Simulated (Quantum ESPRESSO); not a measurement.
## C: equation of state with PBE

C:

```xyz
8
Lattice="2.5221 0.0000 0.0000 -1.2611 2.1842 0.0000 0.0000 0.0000 8.2371" Properties=species:S:1:pos:R:3 pbc="T T T"
C     1.2611    0.7281    6.9501
C     0.0000    1.4561    2.8315
C     1.2611    0.7281    5.4056
C     0.0000    1.4561    1.2870
C     0.0000    0.0000    7.4649
C     0.0000    0.0000    3.3463
C     0.0000    0.0000    4.8908
C     0.0000    0.0000    0.7722
```

This is a hexagonal form of diamond, not graphite.

```yaml
Program: Quantum ESPRESSO 7.5
Task: equation of state
Functional: PBE
Potentials_or_basis: SSSP 1.3 efficiency PBE
Cutoff: 748 eV
Density_cutoff: 5987 eV
k_mesh: 12 × 12 × 4
Occupations: fermi-dirac, width 0.05 eV
Spin: no spin polarisation
Mixing_beta: 0.5
Most_SCF_iterations: 120
SCF_threshold: 1.6e-09 Ry
```

- Equilibrium volume: 5.71 Å³/atom
- Bulk modulus at fixed shape and positions: 434 GPa
- Pressure derivative of the bulk modulus: 3.7

Energy against volume, from the lowest point:
```csv
volume (Å³/atom),energy (meV/atom)
5.332,37.10
5.445,17.35
5.559,5.22
5.672,0.00
5.785,1.09
5.899,7.91
6.012,19.96
```

All runs of the series together: 6.1 min on 1 thread of Intel(R) Xeon(R) Processor @ 2.70GHz (shared host).

Caveat: the cell was scaled at fixed shape and fractional positions, which overstates the stiffness of a crystal with free parameters, most of all of layers and chains.
